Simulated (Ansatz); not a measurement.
**PbSe: frozen-core PAW against all-electron methods**

```
CELL_PARAMETERS angstrom
-0.06124 3.03153 3.03153
3.03153 -0.06124 3.03153
3.03153 3.03153 -0.06124
ATOMIC_POSITIONS crystal
Pb 0.00000 0.00000 0.00000
Se 0.50000 0.50000 0.50000
```

Atom numbers follow the list: Pb1, Se2.

The cell is COD entry 9008695, as deposited and not checked against the literature; nothing was relaxed. The listed cell was then made from it by scaling, straining or moving an atom.

Spin–orbit coupling is left out, though it moves levels of the heavy atoms by tenths of an eV or more.

Levels of theory: DFT, PBEsol, PAW with Ansatz's default frozen-core files, scalar-relativistic (Ansatz 0.2.0); DFT, PBEsol, all-electron LAPW, scalar-relativistic (Ansatz 0.2.0).

For PAW: a Γ-centred 9×9×9 k mesh, Fermi–Dirac smearing of 0.01 eV, cutoff 420 eV, no spin polarisation; the PAW files were made with PBE, and the program remakes their frozen cores for this functional. LAPW targets a basis error of 0.25 meV/atom. The Ansatz runs share mesh, smearing and spin set-up. Plane-wave (PAW) pressures include the program's estimate of the Pulay term.

Stress and pressure are positive in compression.

The change that made this cell: equal xy, yz and zx engineering shear strains of -2 %.

PAW results:

```csv
quantity,PAW
pressure (GPa),-0.58
stress yz (GPa),0.34
stress xz (GPa),0.34
stress xy (GPa),0.34
```

(1) What does full-potential LAPW give for the same quantities?

Results:

(1) 
| quantity | LAPW |
| --- | --- |
| pressure (GPa) | -0.58 |
| stress yz (GPa) | 0.34 |
| stress xz (GPa) | 0.34 |
| stress xy (GPa) | 0.34 |
